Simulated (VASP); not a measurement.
Set up this calculation in VASP 6.6.1, as the native input.

```
Task                   : single point
Functional             : PBEsol
Potentials or basis    : VASP PAW PBE potentials, release 64 (Ag)
Cutoff                 : 520 eV
k mesh                 : 20 × 20 × 20
Occupations            : gaussian, width 0.15 eV
Spin                   : no spin polarisation
Dipole correction      : no
Further INCAR settings : ALGO = Fast; EDIFF = 1e-06; NBANDS = 12
```

The structure of Ag lies in POSCAR:

```
Ag
1.0
   -1.6556540000      1.6556540000      1.6556540000
    1.6556540000     -1.6556540000      1.6556540000
    1.6556540000      1.6556540000     -1.6556540000
Ag
1
Direct
    0.0000000000      0.0000000000      0.0000000000
```

This isn't the form of Ag at room conditions, which is fcc.

The input as run:

INCAR

```
SYSTEM = Ag
PREC = Accurate ; ENCUT = 520
EDIFF = 1E-6 ; ISMEAR = 0
SIGMA = 0.15 ; LREAL = .False.
LASPH = .True. ; NELM = 100
ALGO = Fast ; ISIF = 2
LWAVE = .False. ; LCHARG = .False.
GGA = PS ; NBANDS = 12
```

KPOINTS

```
regular mesh
0
Gamma
  20 20 20
  0 0 0
```

Potentials or basis: VASP PAW PBE potentials, release 64 (Ag).

Command:

```console
$ cat potpaw_PBE.64/Ag/POTCAR > POTCAR
$ mpirun -np 1 vasp_std > vasp.out
```

It gave:

```json
{
  "Pressure": "-7.2 GPa",
  "Band gap on the k mesh": "none (metal or under the smearing width)"
}
```

Caveat: the PAW data sets were made with another functional, which shifts forces and pressure a little.

It took 14 s on 1 thread of Intel(R) Xeon(R) 6975P-C (Granite Rapids), on a shared host, peak memory 0.18 GiB.
